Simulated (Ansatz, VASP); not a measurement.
Al in VASP and in Ansatz

```xyz
1
Lattice="0.0000 2.0248 2.0248 2.0248 0.0000 2.0248 2.0248 2.0248 0.0000" Properties=species:S:1:pos:R:3 pbc="T T T"
Al    0.0000    0.0000    0.0000
```

Alike in both runs: task relaxation of cell and atoms; functional RPBE; k mesh 13 × 13 × 13; occupations fermi-dirac, width 0.1 eV; no spin polarisation.

|  | VASP | Ansatz |
| --- | --- | --- |
| version | VASP 6.6.1 | Ansatz 0.2.0 |
| potentials or method | VASP PAW PBE potentials, release 64 (Al) | plane waves (420 eV) with PAW, scalar-relativistic |
| plane-wave cutoff (eV) | 600 | 420 |
| valence electrons in the cell | 3 | 3 |

```tsv
	VASP	Ansatz	Ansatz less VASP
relaxed volume (Å³/atom)	16.75	16.79	+0.041
relaxed cell length with the largest relative difference (Å)	2.872	2.874	+0.0024
```

Caveats: the PAW data sets were made with another functional, which shifts forces and pressure a little (VASP). Zero-point motion and thermal expansion aren't in these numbers. RPBE and its kin give volumes clearly too large for solids.
